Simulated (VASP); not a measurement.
# GaAs in VASP: one cell, several levels of theory, part 2 of 2

VASP 6.6.1, plane waves, PAW. Earlier steps stand in the parts before.

**3. r2SCAN at this geometry**

File INCAR:

```
ENCUT = 520.000000
SIGMA = 0.010000
EDIFF = 1.00e-07
ALGO = Normal
METAGGA = R2SCAN
PREC = Accurate
IBRION = -1
ISIF = 2
ISMEAR = 0
NBANDS = 16
NELM = 120
NSW = 0
LASPH = .TRUE.
LCHARG = .TRUE.
LELF = .TRUE.
LWAVE = .FALSE.
LREAL = .FALSE.
```

File KPOINTS:

```
KPOINTS created by Atomic Simulation Environment
0
Gamma
8 8 8
0 0 0
```

File KPOINTS_OPT:

```
special points
6
Reciprocal
0.0000000000 0.0000000000 0.0000000000 1
-0.5000000000 -0.5000000000 0.0000000000 1
-0.3750000000 -0.3750000000 0.2500000000 1
-0.3750000000 0.0000000000 0.3750000000 1
0.0000000000 0.0000000000 0.5000000000 1
-0.5000000000 -0.2500000000 0.2500000000 1
```

File POSCAR:

```
Ga As
 1.0000000000000000
     0.0000000000000000    2.7480925425999998    2.9045266156000000
     2.7480925425999998    0.0000000000000000    2.9045266156000000
     2.7480925425999998    2.7480925425999998    0.0000000000000000
 Ga  As
   1   1
Cartesian
  0.0000000000000000  0.0000000000000000  0.0000000000000000
  1.3740462712999997  1.3740462712999997  1.4522633077999998
```

Started as:

```console
mpirun -np 1 vasp_std
```

Printed to the terminal (iteration lines stand in OSZICAR):

```text
POSCAR found type information on POSCAR GaAs
 POSCAR found :  2 types and       2 ions
 -----------------------------------------------------------------------------
|                                                                             |
|                                                                             |
|     You enforced a specific xc type in the INCAR file but a different       |
|     I HOPE YOU KNOW WHAT YOU ARE DOING!                                     |
|                                                                             |
 -----------------------------------------------------------------------------

 LDA part: xc-table for (None), standard interpolation
 POSCAR, INCAR and KPOINTS ok, starting setup
 FFT: planning ... GRIDC
 FFT: planning ... GRID_SOFT
 FFT: planning ... GRID
 WAVECAR not read
 entering main loop
 Start KPOINTS_OPT (optional k-point list driver)
k-point batch [1-6\6]
```

OSZICAR:

```text
N       E                     dE             d eps       ncg     rms          rms(c)
DAV:   1     0.665115882701E+02    0.66512E+02   -0.92630E+03  1936   0.162E+03
DAV:   2    -0.222288465575E+02   -0.88740E+02   -0.84693E+02  2168   0.322E+02
DAV:   3    -0.289852712967E+02   -0.67564E+01   -0.67351E+01  2368   0.688E+01
DAV:   4    -0.290866628043E+02   -0.10139E+00   -0.10137E+00  2336   0.938E+00
DAV:   5    -0.290880301353E+02   -0.13673E-02   -0.13673E-02  2464   0.986E-01    0.328E+00
DAV:   6    -0.270226895905E+02    0.20653E+01   -0.50292E-01  2256   0.134E+01    0.199E+00
DAV:   7    -0.270138962663E+02    0.87933E-02   -0.17197E-01  2224   0.347E+00    0.884E-01
DAV:   8    -0.270174413945E+02   -0.35451E-02   -0.83522E-03  2440   0.745E-01    0.324E-01
DAV:   9    -0.270178423169E+02   -0.40092E-03   -0.13773E-03  2216   0.425E-01    0.465E-02
DAV:  10    -0.270178521522E+02   -0.98353E-05   -0.13078E-04  2360   0.838E-02    0.214E-02
DAV:  11    -0.270178475337E+02    0.46184E-05   -0.15786E-05  2224   0.286E-02    0.274E-03
DAV:  12    -0.270178468751E+02    0.65862E-06   -0.87490E-07  2480   0.162E-02    0.105E-03
DAV:  13    -0.270178484021E+02   -0.15270E-05   -0.80529E-08  1704   0.304E-03    0.305E-04
DAV:  14    -0.270178490517E+02   -0.64956E-06   -0.43016E-08  1320   0.398E-03    0.897E-05
DAV:  15    -0.270178490138E+02    0.37916E-07   -0.52656E-09  1184   0.104E-03
   1 F= -.27017849E+02 E0= -.27017849E+02  d E =-.208932E-42
       N       E                     dE             ncg
DAV:   1     0.163793265714E+04   -0.33042E+04      192
DAV:   2     0.111267726301E+04   -0.52526E+03      208
DAV:   3     0.107394955186E+04   -0.38728E+02      256
DAV:   4     0.107337430779E+04   -0.57524E+00      240
DAV:   5     0.107336700217E+04   -0.73056E-02      280
DAV:   6     0.107336677945E+04   -0.22271E-03      288
DAV:   7     0.107336677697E+04   -0.24838E-05      264
DAV:   8     0.107336677683E+04   -0.13720E-06      216
DAV:   9     0.107336677683E+04   -0.87880E-09      216
```

Parts of OUTCAR:

```text
k-points           NKPTS =     59   k-points in BZ     NKDIM =     59   number of bands    NBANDS=     16

   NELECT =      18.0000    total number of electrons

   dimension x,y,z NGX =    30 NGY =   30 NGZ =   30
   dimension x,y,z NGXF=    60 NGYF=   60 NGZF=   60

  energy-cutoff  :      520.00
  volume of cell :       43.87
      direct lattice vectors                 reciprocal lattice vectors
     0.000000000  2.748092543  2.904526616    -0.181944382  0.181944382  0.172145091
     2.748092543  0.000000000  2.904526616     0.181944382 -0.181944382  0.172145091
     2.748092543  2.748092543  0.000000000     0.181944382  0.181944382 -0.172145091

 k-points in reciprocal lattice and weights: KPOINTS created by Atomic Simulation Env
   0.00000000  0.00000000  0.00000000       0.002
   0.12500000  0.00000000  0.00000000       0.016
   0.25000000  0.00000000  0.00000000       0.016
   0.37500000  0.00000000  0.00000000       0.016
   0.50000000  0.00000000  0.00000000       0.008
   0.12500000  0.12500000  0.00000000       0.004
   0.25000000  0.12500000  0.00000000       0.016
   0.37500000  0.12500000  0.00000000       0.016
[... 51 more k-points ...]

 E-fermi :   4.1790

 k-point     1 :       0.0000    0.0000    0.0000
  band No.  band energies     occupation
      1     -11.3390      2.00000
      2     -11.3246      2.00000
      3     -11.3245      2.00000
      4     -11.2363      2.00000
      5     -11.2293      2.00000
      6      -9.4631      2.00000
      7       3.7138      2.00000
      8       4.0854      2.00000
      9       4.0854      2.00000
     10       5.1709      0.00000
     11       7.9735      0.00000
     12       7.9736      0.00000
     13       8.1397      0.00000
     14      12.3246      0.00000
     15      14.0317      0.00000
     16      15.2377      0.00000

 k-point     2 :       0.1250    0.0000    0.0000
  band No.  band energies     occupation
      1     -11.3490      2.00000
      2     -11.3282      2.00000
      3     -11.3205      2.00000
      4     -11.2370      2.00000
      5     -11.2288      2.00000
      6      -9.2618      2.00000
      7       2.0428      2.00000
      8       3.5705      2.00000
      9       3.8568      2.00000
     10       6.0833      0.00000
     11       8.3078      0.00000
     12       8.3583      0.00000
     13       8.7295      0.00000
     14      13.1619      0.00000
     15      13.4602      0.00000
     16      14.2093      0.00000

 k-point     3 :       0.2500    0.0000    0.0000
  band No.  band energies     occupation
      1     -11.3849      2.00000
      2     -11.3205      2.00000
      3     -11.3115      2.00000
      4     -11.2375      2.00000
      5     -11.2267      2.00000
      6      -8.7014      2.00000
      7      -0.2951      2.00000
      8       3.0406      2.00000
      9       3.4303      2.00000
     10       5.8575      0.00000
     11       8.8700      0.00000
     12       8.9997      0.00000
     13      10.5926      0.00000
     14      13.2365      0.00000
     15      13.7201      0.00000
     16      13.9105      0.00000

 k-point     4 :       0.3750    0.0000    0.0000
  band No.  band energies     occupation
      1     -11.4167      2.00000
      2     -11.3132      2.00000
      3     -11.3042      2.00000
      4     -11.2365      2.00000
      5     -11.2228      2.00000
      6      -7.9485      2.00000
      7      -2.1921      2.00000
      8       2.6317      2.00000
      9       3.1040      2.00000
     10       5.4893      0.00000
     11       8.9018      0.00000
     12       9.1947      0.00000
     13      12.2690      0.00000
     14      13.6790      0.00000
     15      14.7331      0.00000
     16      15.1103      0.00000

 k-point     5 :       0.5000    0.0000    0.0000
  band No.  band energies     occupation
      1     -11.4288      2.00000
      2     -11.3107      2.00000
      3     -11.3017      2.00000
      4     -11.2354      2.00000
      5     -11.2206      2.00000
      6      -7.5144      2.00000
      7      -3.0174      2.00000
      8       2.4838      2.00000
      9       2.9874      2.00000
     10       5.3520      0.00000
     11       8.8374      0.00000
     12       9.1651      0.00000
     13      12.3303      0.00000
     14      15.2466      0.00000
     15      16.4215      0.00000
     16      16.8107      0.00000

 k-point     6 :       0.1250    0.1250    0.0000
  band No.  band energies     occupation
      1     -11.3642      2.00000
      2     -11.3167      2.00000
      3     -11.3167      2.00000
      4     -11.2346      2.00000
      5     -11.2310      2.00000
      6      -9.2126      2.00000
      7       1.8728      2.00000
      8       3.4102      2.00000
      9       3.4103      2.00000
     10       6.8589      0.00000
     11       7.5441      0.00000
     12       9.0052      0.00000
     13       9.0053      0.00000
     14      11.9878      0.00000
     15      13.5138      0.00000
     16      15.4845      0.00000

 k-point     7 :       0.2500    0.1250    0.0000
  band No.  band energies     occupation
      1     -11.3897      2.00000
      2     -11.3119      2.00000
      3     -11.3075      2.00000
      4     -11.2335      2.00000
      5     -11.2323      2.00000
      6      -8.7853      2.00000
      7       0.2007      2.00000
      8       2.7178      2.00000
      9       2.9195      2.00000
     10       7.0524      0.00000
     11       7.9447      0.00000
     12       9.8266      0.00000
     13       9.8626      0.00000
     14      12.1066      0.00000
     15      14.8483      0.00000
     16      15.0643      0.00000

 k-point     8 :       0.3750    0.1250    0.0000
  band No.  band energies     occupation
      1     -11.4160      2.00000
      2     -11.3086      2.00000
      3     -11.2994      2.00000
      4     -11.2331      2.00000
      5     -11.2301      2.00000
      6      -8.0849      2.00000
      7      -1.6410      2.00000
      8       1.9487      2.00000
      9       2.6441      2.00000
     10       6.7717      0.00000
     11       8.4178      0.00000
     12      10.1399      0.00000
     13      10.9180      0.00000
     14      13.8575      0.00000
     15      14.8446      0.00000
     16      15.5971      0.00000

 k-point     9 :       0.5000    0.1250    0.0000
  band No.  band energies     occupation
      1     -11.4311      2.00000
      2     -11.3070      2.00000
      3     -11.2965      2.00000
      4     -11.2344      2.00000
      5     -11.2254      2.00000
      6      -7.4568      2.00000
      7      -2.8421      2.00000
      8       1.4354      2.00000
      9       2.6618      2.00000
     10       6.5837      0.00000
     11       8.5066      0.00000
     12       9.8723      0.00000
     13      12.5979      0.00000
     14      14.4177      0.00000
     15      16.0522      0.00000
     16      16.4878      0.00000

 k-point    10 :      -0.3750    0.1250    0.0000
  band No.  band energies     occupation
      1     -11.4271      2.00000
      2     -11.3082      2.00000
      3     -11.2990      2.00000
      4     -11.2381      2.00000
      5     -11.2229      2.00000
      6      -7.5762      2.00000
      7      -2.5943      2.00000
      8       1.2847      2.00000
      9       2.9551      2.00000
     10       6.5999      0.00000
     11       8.7961      0.00000
     12       9.5505      0.00000
     13      12.2392      0.00000
     14      14.2738      0.00000
     15      14.3035      0.00000
     16      16.9638      0.00000

 k-point    11 :      -0.2500    0.1250    0.0000
  band No.  band energies     occupation
      1     -11.4039      2.00000
      2     -11.3136      2.00000
      3     -11.3065      2.00000
      4     -11.2410      2.00000
      5     -11.2243      2.00000
      6      -8.2789      2.00000
      7      -1.0747      2.00000
      8       1.5448      2.00000
      9       3.4274      2.00000
     10       6.8070      0.00000
     11       8.9870      0.00000
     12       9.1302      0.00000
     13      10.6256      0.00000
     14      12.9421      0.00000
     15      14.3181      0.00000
     16      16.0294      0.00000

 k-point    12 :      -0.1250    0.1250    0.0000
  band No.  band energies     occupation
      1     -11.3698      2.00000
      2     -11.3239      2.00000
      3     -11.3159      2.00000
      4     -11.2399      2.00000
      5     -11.2268      2.00000
      6      -8.9249      2.00000
      7       0.8162      2.00000
      8       2.3270      2.00000
      9       3.8522      2.00000
     10       6.8211      0.00000
     11       8.1665      0.00000
     12       8.5011      0.00000
     13      10.0346      0.00000
     14      13.0336      0.00000
     15      13.9592      0.00000
     16      14.5966      0.00000

[... the tables of k-points 13 to 59 left out ...]

  Total        1.1861797      1.1861797      0.0426964      0.0000000     -0.0000000     -0.0000000
  in kB       43.3204541     43.3204541      1.5593133      0.0000000     -0.0000000     -0.0000000
  external PRESSURE =      29.4000739 kB  Pullay stress =       0.0000000 kB

 POSITION                                       TOTAL-FORCE (eV/Angst)
 -----------------------------------------------------------------------------------
      0.00000      0.00000      0.00000        -0.000000      0.000000     -0.000000
      1.37405      1.37405      1.45226         0.000000     -0.000000      0.000000
 -----------------------------------------------------------------------------------
    total drift:                                0.000013      0.000013     -0.000020

  FREE ENERGIE OF THE ION-ELECTRON SYSTEM (eV)
  ---------------------------------------------------
  free  energy   TOTEN  =       -27.0178490138 eV

  energy  without entropy=      -27.0178490138  energy(sigma->0) =      -27.01784901
```

Run time: 2.9 min. Hardware: 1 MPI rank of Intel Xeon Platinum 8488C, shared host; peak memory 0.21 GiB.

The levels at the points of KPOINTS_OPT are read from vasprun.xml.

Near the gap, in eV above the top of the last filled band v; c is the band after it:

```
point    v−1      v     c   c+1
    Γ   0.00   0.00  1.09  3.89
    X  -2.73  -2.73  1.85  2.19
    U  -4.24  -2.27  2.47  5.43
    K  -4.24  -2.68  1.98  4.74
    L  -1.60  -1.10  1.27  4.75
    W  -3.88  -3.69  5.09  5.20
```

r2SCAN gives a direct gap of 1.09 eV at Γ. The pressure is 2.94 GPa; the forces vanish within 0.01 eV/Å.

Axes a, b and c in the maps are those of this run's conventional cell (a, b, c = 3.886, 3.886, 5.809 Å).

Density in a lattice plane of the grid's cell (edges 3.89 and 5.81 Å, at 0.000 of the third edge), which holds Ga and As.

Ten even steps from ' ' (-0.35 e/Å³) to '@' (16.56 e/Å³):
```
##++::                      ::++
::::..                      ..::
                                
                                
                                
                                
                                
                                
                                
                                
                                
                                
                                
                                
                                
                                
                                
::::..                      ..::
##++::..                  ..::++
@@##==..                  ..==##
```
Columns run along the first of these edges and rows up along the second, over one cell in 16 and 20 even steps from the bottom left corner. Atoms in the plane (fractional): Ga at (0.00, 0.00), As at (0.50, 0.25).

ELF in the same plane.

Ten even steps from '0' (0.01) to '9' (0.89):
```
0012233222332210
1122221000122221
3322210000012223
3222100000001222
2211000000000112
1100000000000001
0000000000000000
0000000000000000
0000001222100000
0000124555421000
0001356777653100
0013678888876310
0125788888887521
1247887656788742
2358997535799853
3368998656899863
3347999888999743
1235799989997532
0013578878875310
2012345555543210
```
Columns run along the first of these edges and rows up along the second, over one cell in 16 and 20 even steps from the bottom left corner. Atoms in the plane (fractional): Ga at (0.00, 0.00), As at (0.50, 0.25).

Both are smooth fields of the valence electrons: close to the nuclei they are not physical.

Maxima of ELF outside the ion cores: 0.89 on the As–Ga line, 0.9 Å from As.

**4. What came out**

This closing draws on all 2 parts.

| level | gap (eV) | pressure (GPa) |
| --- | --- | --- |
| PBE | 0.60 | 5.81 |
| r2SCAN | 1.09 | 2.94 |

What this shows: The gap spans 0.60 eV (PBE) to 1.09 eV (r2SCAN). The pressure is highest with PBE (5.8 GPa) and lowest with r2SCAN (2.9 GPa), which orders the cells that they would relax to.
